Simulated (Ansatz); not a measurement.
# Pb (P-1) in Ansatz: convergence with k mesh

Aim: find how far k mesh must go before the results for Pb settle, at PBE. This setting moves, with any that are tied to it; all else stays.

All numbers are computed with Ansatz 0.2.0; they aren't measurements. Logs are shortened: lines on timing, memory, paths and dates and some standing lists are left out, and cuts for length are marked.

**1. The cell of the first run**

The typed cell holds 2 atoms: a = 3.507 Å, b = 3.507 Å, c = 6.452 Å, α = 106.51°, β = 106.51°, γ = 59.89°.

This isn't the form of Pb at room conditions, which is fcc.

The cell isn't the ideal one: atoms moved at random, drawn with an rms of 0.05 Å.

**2. With k mesh 3 × 3 × 2**

The input, input.yaml:

```yaml
crystal:
  lattice:
    - [3.0386068135, -1.75031996, 0.0]
    - [3.0386068135, 1.75031996, 0.0]
    - [-2.1154626375, 0.0, 6.0952248674]
  atoms:
    - { symbol: Pb, position: [0.8992, 0.912609, 0.728888] }
    - { symbol: Pb, position: [0.093415, 0.082484, 0.271471] }
hamiltonian:
  xc: pbe
  pseudopotentials: { kind: paw, level: accurate }
kpoints:
  mp_grid: { grid: [3, 3, 2] }
scf:
  occupations: { method: cold, width: 0.05 }
output:
  forces: true
  stress: true
  eigenvalues: true
```

Potentials or basis: Ansatz PAW earlier set.

On the command line:

```bash
> ansatz run input.yaml --threads 2 --pin off --max-ram 5632MiB --backend cpu --events-out ev --progress --plain --runs-dir out
```

Wall time 1.4 s (2 threads of Arm Neoverse V1, shared host); peak memory 0.41 GiB.

Results:

* Free energy: -30585.8670 eV
* Pressure: 1.6 GPa
* Largest force: 0.463 eV/Å
* Band gap on the k mesh: none (metal or under the smearing width)

**3. With k mesh 4 × 4 × 2**

input.yaml: that of step 2 with these lines changed.

```diff
@@ -12,3 +12,3 @@
 kpoints:
-  mp_grid: { grid: [3, 3, 2] }
+  mp_grid: { grid: [4, 4, 2] }
 scf:
```

Potentials or basis: Ansatz PAW earlier set.

On the command line:

```bash
> ansatz run input.yaml --threads 2 --pin off --max-ram 5632MiB --backend cpu --events-out ev --progress --plain --runs-dir out
```

Wall time 2.2 s (2 threads of Arm Neoverse V1, shared host); peak memory 0.44 GiB.

Results:

- Free energy: -30585.7991 eV
- Pressure: 1.1 GPa
- Largest force: 0.343 eV/Å
- Band gap on the k mesh: none (metal or under the smearing width)

**4. With k mesh 5 × 5 × 3**

input.yaml: that of step 3 with these lines changed.

```diff
@@ -12,3 +12,3 @@
 kpoints:
-  mp_grid: { grid: [4, 4, 2] }
+  mp_grid: { grid: [5, 5, 3] }
 scf:
```

On the command line:

```bash
> ansatz run input.yaml --threads 2 --pin off --max-ram 5632MiB --backend cpu --events-out ev --progress --plain --runs-dir out
```

It took 4.3 s on 2 threads of Arm Neoverse V1, shared host; peak memory 0.48 GiB.

What came out:

```yaml
Free_energy: -30585.9630 eV
Pressure: 1.0 GPa
Largest_force: 0.085 eV/Å
Band_gap_on_the_k_mesh: none (metal or under the smearing width)
```

**5. With k mesh 7 × 7 × 3**

input.yaml: that of step 4 with these lines changed.

```diff
@@ -12,3 +12,3 @@
 kpoints:
-  mp_grid: { grid: [5, 5, 3] }
+  mp_grid: { grid: [7, 7, 3] }
 scf:
```

On the command line:

```bash
> ansatz run input.yaml --threads 2 --pin off --max-ram 5632MiB --backend cpu --events-out ev --progress --plain --runs-dir out
```

It took 8.4 s on 2 threads of Arm Neoverse V1, shared host; peak memory 0.55 GiB.

What came out:

- Free energy: -30586.0385 eV
- Pressure: 0.8 GPa
- Largest force: 0.075 eV/Å
- Band gap on the k mesh: none (metal or under the smearing width)

**6. With k mesh 8 × 8 × 4**

input.yaml: that of step 5 with these lines changed.

```diff
@@ -12,3 +12,3 @@
 kpoints:
-  mp_grid: { grid: [7, 7, 3] }
+  mp_grid: { grid: [8, 8, 4] }
 scf:
```

Potentials or basis: Ansatz PAW earlier set.

On the command line:

```bash
> ansatz run input.yaml --threads 2 --pin off --max-ram 5632MiB --backend cpu --events-out ev --progress --plain --runs-dir out
```

Run time: 14 s. Hardware: 2 threads of Arm Neoverse V1, shared host; peak memory 0.67 GiB.

It converged, with:

- Free energy: -30586.0310 eV
- Pressure: 0.8 GPa
- Largest force: 0.014 eV/Å
- Band gap on the k mesh: none (metal or under the smearing width)

**7. With k mesh 10 × 10 × 5**

input.yaml: that of step 6 with these lines changed.

```diff
@@ -12,3 +12,3 @@
 kpoints:
-  mp_grid: { grid: [8, 8, 4] }
+  mp_grid: { grid: [10, 10, 5] }
 scf:
```

On the command line:

```bash
> ansatz run input.yaml --threads 2 --pin off --max-ram 5632MiB --backend cpu --events-out ev --progress --plain --runs-dir out
```

It took 26 s on 2 threads of Arm Neoverse V1, shared host; peak memory 0.9 GiB.

It converged, with:

```
Free energy            : -30586.0133 eV
Pressure               : 1.0 GPa
Largest force          : 0.020 eV/Å
Band gap on the k mesh : none (metal or under the smearing width)
```

**8. With k mesh 12 × 12 × 6**

input.yaml: that of step 7 with these lines changed.

```diff
@@ -12,3 +12,3 @@
 kpoints:
-  mp_grid: { grid: [10, 10, 5] }
+  mp_grid: { grid: [12, 12, 6] }
 scf:
```

On the command line:

```bash
> ansatz run input.yaml --threads 2 --pin off --max-ram 5632MiB --backend cpu --events-out ev --progress --plain --runs-dir out
```

It took 45 s on 2 threads of Arm Neoverse V1, shared host; peak memory 1.3 GiB.

It converged, with:

```yaml
Free_energy: -30586.0235 eV
Pressure: 0.9 GPa
Largest_force: 0.076 eV/Å
Band_gap_on_the_k_mesh: none (metal or under the smearing width)
```

**9. With k mesh 15 × 15 × 7**

input.yaml: that of step 8 with these lines changed.

```diff
@@ -12,3 +12,3 @@
 kpoints:
-  mp_grid: { grid: [12, 12, 6] }
+  mp_grid: { grid: [15, 15, 7] }
 scf:
```

Potentials or basis: Ansatz PAW earlier set.

On the command line:

```bash
> ansatz run input.yaml --threads 2 --pin off --max-ram 5632MiB --backend cpu --events-out ev --progress --plain --runs-dir out
```

Standard output:

```text
Warning: RAYON_NUM_THREADS=2 ignored (pool sized by the plan → 2); use --threads N
Engine: ansatz 0.2.0, aarch64-unknown-linux-gnu
Pseudopotentials: kind: paw, level: accurate
Pseudopotential: Pb, paw, valence charge 22, recommended cutoff 700 eV (high), Pb.paw.azcp
Functional definition: PBE
  parameter kappa = 0.804
  parameter beta = 0.06672455060314922
  exchange = pbe_x(kappa = kappa, mu = beta*pi^2/3)
  correlation = pbe_c(beta = beta)
Crystal: 2 atoms, lattice volume = 64.835 Å³
Basis set: ecut = 700 eV, 2735 PW (Γ), exchange–correlation on 64×64×120 points (8 copies of the dense FFT grid, shifted against one another)
Bands: 27, of which v1, the nominal top of the filled ones, is band 22 counted from 1 (21 counted from 0)
Symmetry: 2 space group operations
Space group: P-1 (ITA 2), of the structure as read, at distance tolerance 4.0e-5 Å
k-points: 788 of 1575
Non-local potential: Pb, projectors of the file, l = 0: 3, l = 1: 3, l = 2: 3, l = 3: 2
PAW form: soft (Blöchl's): semilocal exchange-correlation on the pseudo side does not see the compensation charge
PAW one-centre angular grid: Pb, 590 points (default); XC on 64 Gauss nodes
Initial density: superposition of atomic densities (chi_scale 0.1, normalization cell)
Initial wavefunctions: pseudopotential atomic-orbital guess
Functional: x = pbe(κ = 0.804, μ = 0.2195149727645171), c = pbe(β = 0.06672455060314922)
SCF iter   1: F=—  HF=-30586.047707 eV  |F-HF|=—  |Δ(HF+E_count)|=         —  Δρ=8.65e-3  dr2=8.41e-2  ethr=3.10e-3  ⟨swp⟩=5.5  Hψ=82771  notcnv=0
preconditioner: auto → Kerker (q_TF=auto, 2.558 Å⁻¹)  [metal: Δε(μ)=0.002 eV  Ē_g=17.324 eV  σ=0.050 eV  W_gap=0.03  n_scr=22 (ndim 8)  ℏωp=24.4 eV  f_vac=0.001  D(μ)=1.39/eV (n_scr^D=2)]
SCF iter   2: F=—  HF=-30586.031988 eV  |F-HF|=—  |Δ(HF+E_count)|=   1.57e-2  S|Δr|=    0.00e0  Δρ=5.33e-3  dr2=3.50e-2  ethr=1.91e-4  ⟨swp⟩=2.0  Hψ=30911  notcnv=0  defer=508
SCF iter   3: F=—  HF=-30586.023519 eV  |F-HF|=—  |Δ(HF+E_count)|=   8.47e-3  S|Δr|=    0.00e0  Δρ=1.49e-3  dr2=3.59e-3  ethr=7.95e-5  ⟨swp⟩=2.1  Hψ=34801  notcnv=0  defer=508
SCF iter   4: F=—  HF=-30586.023067 eV  |F-HF|=—  |Δ(HF+E_count)|=   4.52e-4  S|Δr|=    0.00e0  Δρ=3.84e-4  dr2=3.82e-4  ethr=8.17e-6  ⟨swp⟩=3.0  Hψ=31788  notcnv=0  defer=508
SCF iter   5: F=—  HF=-30586.022994 eV  |F-HF|=—  |Δ(HF+E_count)|=   7.32e-5  S|Δr|=    0.00e0  Δρ=1.52e-4  dr2=3.53e-5  ethr=8.69e-7  ⟨swp⟩=2.2  Hψ=24727  notcnv=0  defer=508
SCF iter   6: F=—  HF=-30586.022989 eV  |F-HF|=—  |Δ(HF+E_count)|=   5.30e-6  S|Δr|=    0.00e0  Δρ=4.98e-5  dr2=2.19e-6  ethr=8.02e-8  ⟨swp⟩=3.0  Hψ=31858  notcnv=0  defer=508
SCF iter   7: F=—  HF=-30586.022989 eV  |F-HF|=—  |Δ(HF+E_count)|=   3.44e-7  S|Δr|=    0.00e0  Δρ=1.15e-5  dr2=1.12e-7  ethr=4.98e-9  ⟨swp⟩=2.4  Hψ=30968  notcnv=0  defer=508
SCF iter   8: F=-30586.022989 eV  HF=-30586.022989 eV  |F-HF|=5.88e-9  |Δ(HF+E_count)|=   8.06e-8  S|Δr|=    0.00e0  Δρ=3.16e-6  dr2=7.16e-9  ethr=2.27e-10  ⟨swp⟩=8.1  Hψ=83873  notcnv=0
SCF 1 converged in 8 iterations: F = -30586.022989 eV  dr2 = 7.16e-9
SCF converged after 8 iterations
Stability not checked: this state was not tested for a lower state beside it, because cold or Methfessel-Paxton smearing, or corrected tetrahedra, fill the levels in a way that the test cannot read (fill_not_monotonic; see scf.lower_state_search)
Free energy (F): -30586.022989 eV
Harris-Foulkes:  -30586.022989 eV  (|F-HF|=5.88e-9)
Internal energy: -30586.023213 eV  (E = F + TS)
E sigma→0 (E₀):  -30586.023064 eV
Entropy (-TS):   0.000224 eV (0.112 meV/atom)
Fermi energy:    12.077749 eV
--- Per-component energies (eV) ---
  E_band       = -1384.249651
  E_kinetic    = 1601.790952
  E_local      = -10678.900247  (includes V_loc(G=0)·N_el)
  E_nonlocal   = 2782.998358
  E_hartree    = 3466.952238
  E_xc         = -480.380325
  E_vxc        = -581.936133  (∫ρ·V_xc dr)
  E_paw        = -21030.594583  (= ΣΔE_a)
  E_vpaw       = -1442.107386  (= ΣTr[D̂ρ^β])
  E_aug_tail   = -0.000062  (compensation charges beyond the density's cutoff)
  E_ewald      = -6247.889544
  E_smearing   = 0.000224  (= −TS)
  E_closure    = 0.000000  (closes the sum)
  Σ components = -30586.022989   (vs F -30586.022989, Δ=0.00e0)
--- Forces (eV/Å), atoms counted from 1 ---
  atom   1  Pb     0.01777873    -0.00991001    -0.01663152
  atom   2  Pb    -0.01777873     0.00991001     0.01663152
  max |Σ_I F_I| component: 0.00e0 eV/Å
--- Stress (GPa, compression-positive) ---
        0.338211      -0.085365       0.013877
       -0.085365       0.443912      -0.154117
        0.013877      -0.154117       1.783085
  P = ⅓ Tr σ = 0.8551 GPa (8.551 kbar)
--- Band table (eV; the first three rows and the last of 788) ---
  k-point 0: bands = ["-127.6289", "-127.6288", "-69.3455", "-69.3452", "-69.3438", "-69.3434", "-69.3426", "-69.3386", "-5.0939", "-4.9733", "-4.9721", "-4.9697", "-4.9686", "-4.9388", "-4.8314", "-4.8180", "-4.7980", "-4.7852", "0.5939", "3.6446", "8.0495", "18.2504", "18.4992", "18.5311", "18.5935", "18.6732", "21.2967"]
  k-point 1: bands = ["-127.6289", "-127.6288", "-69.3455", "-69.3452", "-69.3438", "-69.3434", "-69.3424", "-69.3388", "-5.0978", "-4.9779", "-4.9746", "-4.9684", "-4.9648", "-4.9323", "-4.8487", "-4.8384", "-4.7764", "-4.7667", "0.6700", "3.3542", "8.5339", "17.1120", "18.1445", "18.1819", "18.9824", "19.0718", "21.2371"]
  k-point 2: bands = ["-127.6288", "-127.6288", "-69.3455", "-69.3451", "-69.3438", "-69.3434", "-69.3419", "-69.3394", "-5.1055", "-4.9807", "-4.9774", "-4.9688", "-4.9647", "-4.9185", "-4.8702", "-4.8590", "-4.7526", "-4.7415", "0.8887", "2.7491", "9.7241", "15.1664", "17.8322", "17.8955", "19.3550", "19.4963", "21.1957"]
  k-point 787: bands = ["-127.6288", "-127.6288", "-69.3471", "-69.3470", "-69.3451", "-69.3447", "-69.3414", "-69.3394", "-5.1079", "-5.0419", "-5.0153", "-4.9560", "-4.9194", "-4.8300", "-4.7849", "-4.7342", "-4.7141", "-4.6739", "3.9468", "5.2542", "8.5105", "9.9325", "12.2687", "14.2629", "15.8015", "16.0970", "18.3827"]
```

Wall time 85 s (2 threads of Arm Neoverse V1, shared host); peak memory 2 GiB.

Results:

```
Free energy            : -30586.0230 eV
Pressure               : 0.9 GPa
Largest force          : 0.026 eV/Å
Band gap on the k mesh : none (metal or under the smearing width)
```

**10. Result**

| k mesh | energy less the tightest run, at zero smearing (meV/atom) | pressure (GPa) | largest force (eV/Å) | SCF cycles | CPU time (s) | peak memory (GiB) |
| --- | --- | --- | --- | --- | --- | --- |
| 3 × 3 × 2 | 78.06 | 1.61 | 0.463 | 8 | 2.7 | 0.41 |
| 4 × 4 × 2 | 112.08 | 1.06 | 0.343 | 7 | 4.3 | 0.44 |
| 5 × 5 × 3 | 30.03 | 1.02 | 0.085 | 8 | 8.3 | 0.48 |
| 7 × 7 × 3 | -7.80 | 0.81 | 0.075 | 8 | 16 | 0.55 |
| 8 × 8 × 4 | -4.10 | 0.75 | 0.014 | 6 | 27 | 0.67 |
| 10 × 10 × 5 | 4.85 | 1.01 | 0.020 | 8 | 52 | 0.9 |
| 12 × 12 × 6 | -0.21 | 0.94 | 0.076 | 8 | 89 | 1.3 |
| 15 × 15 × 7 | 0.00 | 0.86 | 0.026 | 8 | 170 | 2 |

Against the tightest run, the energy stays within 1 meV/atom from 12 × 12 × 6 on; the pressure stays within 0.1 GPa from 12 × 12 × 6 on. Not settled before the last step: the largest force (to 0.005 eV/Å). Meshes of other sizes hit other points, so gaps and Fermi surfaces needn't settle smoothly. The tightest run that finished is the yardstick and may itself not be fully converged.
